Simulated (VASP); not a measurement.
Wanted: the native input for a VASP 6.6.1 run.

```
Task                   : single point
Functional             : PBEsol
Potentials or basis    : VASP PAW PBE potentials, release 64 (Ta_pv, Si)
Cutoff                 : 520 eV
k mesh                 : 5 × 5 × 3
Occupations            : fermi-dirac, width 0.05 eV
Spin                   : no spin polarisation
Hubbard terms          : Ta d U = 8 eV
Further INCAR settings : ALGO = Fast; EDIFF = 1e-06
```

The structure of TaSi2 lies in POSCAR:

```
TaSi2
1.0
    4.7839000000      0.0000000000      0.0000000000
   -2.3919500000      4.1429789292      0.0000000000
    0.0000000000      0.0000000000      6.5700000000
Ta Si
3 6
Direct
    0.0000000000      0.5000000000      0.3333333333
    0.5000000000      0.5000000000      0.6666666667
    0.5000000000      0.0000000000      0.0000000000
    0.3179400000      0.1589700000      0.3333333333
    0.1589700000      0.8410300000      0.6666666667
    0.8410300000      0.6820600000      0.0000000000
    0.6820600000      0.8410300000      0.3333333333
    0.8410300000      0.1589700000      0.6666666667
    0.1589700000      0.3179400000      0.0000000000
```

These files were run (other wordings do the same):

INCAR

```
PREC = Accurate ; ENCUT = 520
EDIFF = 1E-6 ; ISMEAR = -1
SIGMA = 0.05 ; LREAL = F
LASPH = T ; NELM = 60
ALGO = Fast ; ISIF = 2
LWAVE = F ; LCHARG = T
LMAXMIX = 4 ; LDAU = T
LDAUTYPE = 2 ; LDAUL = 2 -1
LDAUU = 8 0 ; LDAUJ = 0 0
LDAUPRINT = 1 ; GGA = PS
LELF = T ; LVHAR = T
```

KPOINTS

```
regular mesh
0
Gamma
  5 5 3
```

Potentials or basis: VASP PAW PBE potentials, release 64 (Ta_pv, Si).

Launch:

```bash
$ cat potpaw_PBE.64/Ta_pv/POTCAR potpaw_PBE.64/Si/POTCAR > POTCAR
$ mpirun -np 1 vasp_std > vasp.out
```

It gave:

| Property | Result |
| --- | --- |
| Pressure | 10.1 GPa |
| Largest force | 0.200 eV/Å |
| Band gap on the k mesh | none (metal or under the smearing width) |

Caveat: the PAW data sets were made with another functional, which shifts forces and pressure a little; U without spin polarisation on a metal has little footing; the U is typed as a test and isn't derived for this compound.

Wall time 120 s on 1 thread of Intel(R) Xeon(R) Platinum 8488C (Sapphire Rapids) (shared host), peak memory 0.24 GiB.
